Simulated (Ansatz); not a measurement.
A run of Ansatz 0.2.0 is set up as follows.

input.yaml

```yaml
crystal:
  lattice:
    - [3.50219, 0.0, 0.0]
    - [0.0, 3.50219, 0.0]
    - [0.0, 0.0, 3.50219]
  atoms:
    - { symbol: Cl, position: [0.5, 0.5, 0.5] }
    - { symbol: Na, position: [0.0, 0.0, 0.0] }
kpoints:
  mp_grid: { grid: [8, 8, 8] }
scf:
  occupations: { method: gaussian, width: 0.012 }
hamiltonian:
  xc: pbe
  pseudopotentials: { kind: all_electron, lapw: { basis_error: 0.001 } }
output:
  forces: true
  stress: true
  eigenvalues: true
```

Potentials or basis: all-electron LAPW, scalar-relativistic.

Command:

```console
$ ansatz run input.yaml --threads 1 --pin off --max-ram 3072MiB --backend cpu --events-out ev --progress --plain --runs-dir out
```

(1) Estimate the pressure.

(2) Predict the band gap on the k mesh.

Answers

(1) 0.1 GPa.

(2) 3.98 eV, indirect (least direct gap 4.47 eV).
